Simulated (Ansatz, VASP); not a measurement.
## One calculation of Zr, two programs

INCAR

```
PREC = Accurate ; ENCUT = 600
EDIFF = 1E-6 ; ISMEAR = 0
SIGMA = 0.1 ; LREAL = False
LASPH = True ; NELM = 100
ALGO = Normal ; ISIF = 3
LWAVE = False ; LCHARG = False
GGA = PS ; IBRION = 2
NSW = 70 ; EDIFFG = -0.005
```

The input KPOINTS:

```
regular mesh
0
Gamma
  12 12 14
```

Contents of POSCAR:

```
Zr
1.0
    5.0423649889      0.0000000000      0.0000000000
   -2.5211824945      4.3668161755      0.0000000000
    0.0000000000      0.0000000000      3.1491838129
Zr
3
Direct
    0.6666666667      0.3333333333      0.5000000000
    0.3333333333      0.6666666667      0.5000000000
    0.0000000000      0.0000000000      0.0000000000
```

Input for Ansatz:

```yaml
crystal:
  lattice:
    - [5.0423649889, 0.0, 0.0]
    - [-2.5211824945, 4.3668161755, 0.0]
    - [0.0, 0.0, 3.1491838129]
  atoms:
    - { symbol: Zr, position: [0.6666666667, 0.3333333333, 0.5] }
    - { symbol: Zr, position: [0.3333333333, 0.6666666667, 0.5] }
    - { symbol: Zr, position: [0.0, 0.0, 0.0] }
basis:
  ecutwfc: 420
kpoints:
  mp_grid: { grid: [12, 12, 14] }
hamiltonian:
  xc: pbesol
scf:
  occupations: { method: gaussian, width: 0.1 }
output:
  forces: true
  stress: true
  eigenvalues: true
relax:
  adjacent_minimum: "off"
  f_tol: 0.005
  max_steps: 50
  cell: { stress_tol: 0.05 }
```

Alike in both runs: task relaxation of cell and atoms; functional PBEsol; k mesh 12 × 12 × 14; occupations gaussian, width 0.1 eV; no spin polarisation.

```csv
,VASP,Ansatz
version,VASP 6.6.1,Ansatz 0.2.0
potentials or method,"VASP PAW PBE potentials, release 64 (Zr_sv)","scalar-relativistic, plane waves, PAW"
plane-wave cutoff (eV),600,420
valence electrons in the cell,36,36
```

```tsv
	VASP	Ansatz	Ansatz less VASP
gap on the k mesh at the Fermi level, each at its own relaxed structure (eV)	none	none	-
relaxed volume (Å³/atom)	22.23	22.20	-0.027
relaxed cell length with the largest relative difference (Å)	4.974	4.972	-0.0024
energy change over the relaxation (meV/atom)	-11	-11	-0.5
```

A gap of «none» marks a metal or a gap that the smearing closes.

Caveats: the PAW data sets were made with another functional, which shifts forces and pressure a little (VASP).
